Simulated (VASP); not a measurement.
Here is a VASP 6.6.1 calculation.

The input INCAR:

```
SYSTEM = SnTe
PREC = Accurate
ENCUT = 520
EDIFF = 1E-7
ISMEAR = 0
SIGMA = 0.02
LREAL = .False.
LASPH = .True.
NELM = 80
ALGO = Normal
ISIF = 3
LWAVE = .False.
LCHARG = .False.
GGA = PS
IBRION = 2
NSW = 80
EDIFFG = -0.002
KPAR = 4
```

File KPOINTS:

```
regular mesh
0
Gamma
  8 8 8
  0 0 0
```

The input POSCAR:

```
SnTe
1.0
    0.0000000000      3.1508500000      3.1508500000
    3.1508500000      0.0000000000      3.1508500000
    3.1508500000      3.1508500000      0.0000000000
Sn Te
1 1
Direct
    0.0000000000      0.0000000000      0.0000000000
    0.5000000000      0.5000000000      0.5000000000
```

Potentials or basis: VASP PAW PBE potentials, release 64 (Sn_d, Te).

Command:

```bash
$ cat potpaw_PBE.64/Sn_d/POTCAR potpaw_PBE.64/Te/POTCAR > POTCAR
$ mpirun -np 4 vasp_std > vasp.out
```

Problem. What does it give for the space group after relaxing (to 0.05 Å)?

Solution. Fm-3m (No. 225).

Problem. Estimate the band gap on the k mesh.

Solution. 0.16 eV, direct.

Problem. What does it give for the relaxed cell?

Solution. a = 4.447 Å, b = 4.447 Å, c = 4.447 Å, α = 60.00°, β = 60.00°, γ = 60.00°.

Step by step:
```tsv
step	energy change (eV)	largest force (eV/Å)	pressure (GPa)	volume (Å³)
1	0.0000	0.0000	-0.29	62.56
2	-0.0003	0.0000	0.10	62.05
3	-0.0003	0.0000	0.00	62.18
```

Caveat: the PAW data sets were made with another functional, which shifts forces and pressure a little; spin-orbit coupling is left out, which moves the levels of the heavy elements. A k mesh can miss the band edges.
